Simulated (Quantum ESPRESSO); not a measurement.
Crystal: GaN.

```xyz
2
Lattice="0.0000 2.2535 2.2535 2.2535 0.0000 2.2535 2.2535 2.2535 0.0000" Properties=species:S:1:pos:R:3 pbc="T T T"
Ga    0.0000    0.0000    0.0000
N     1.1268    1.1268    1.1268
```

The cell is a database's computed one.

Base run:

| Item | Value |
| --- | --- |
| Program | Quantum ESPRESSO 7.5 |
| Functional | PBE |
| Potentials or basis | PseudoDojo 0.4.1 SR PBE standard |
| Cutoff | 1143 eV |
| Density cutoff | 4572 eV |
| k mesh | 10 × 10 × 10 |
| Occupations | fermi-dirac, width 0.05 eV |
| Spin | no spin polarisation |

Its results: band gap on the k mesh 1.76 eV, direct; pressure 5.2 GPa.

The run is repeated on the same cell with these changes: functional from PBE to vdW-DF2. What comes out?

Band gap on the k mesh 1.76 eV, direct; pressure 13.8 GPa.

Caveats: the potentials were made for another functional, which shifts forces and pressure (some runs).

Not every run made on this cell is shown here.
